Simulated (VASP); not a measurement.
Write the native input for VASP 6.6.1 that does the following.

```
Task                   : single point
Functional             : PBEsol
Potentials or basis    : VASP PAW PBE potentials, release 64 (Li_sv)
Cutoff                 : 520 eV
k mesh                 : 18 × 18 × 18
Occupations            : gaussian, width 0.15 eV
Spin                   : no spin polarisation
Dipole correction      : no
Further INCAR settings : ALGO = Fast; EDIFF = 1e-07; NBANDS = 8
```

The structure of Li lies in POSCAR:

```
Li
1.0
    0.0000000000      2.2680600000      2.1359400000
    2.2680600000      0.0000000000      2.1359400000
    2.2680600000      2.2680600000      0.0000000000
Li
1
Direct
    0.0000000000      0.0000000000      0.0000000000
```

This isn't the form of Li at room conditions, which is bcc.

The cell isn't the ideal one: strain +0.030 along x and y, -0.030 along z, atoms carried along.

One way to write it, as run:

INCAR

```
PREC = Accurate ; ENCUT = 520
EDIFF = 1E-7 ; ISMEAR = 0
SIGMA = 0.15 ; LREAL = False
LASPH = True ; NELM = 100
ALGO = Fast ; ISIF = 2
LWAVE = False ; LCHARG = False
GGA = PS ; NBANDS = 8
```

KPOINTS

```
regular mesh
0
Gamma
  18 18 18
```

Potentials or basis: VASP PAW PBE potentials, release 64 (Li_sv).

Command:

```console
$ cat potpaw_PBE.64/Li_sv/POTCAR > POTCAR
$ mpirun -np 1 vasp_std > vasp.out
```

Results of the run:

| Property | Result |
| --- | --- |
| Band gap on the k mesh | none (metal or under the smearing width) |

Wall time 61 s on 1 thread of Intel(R) Xeon(R) Platinum 8488C (Sapphire Rapids), on a shared host, peak memory 0.18 GiB.
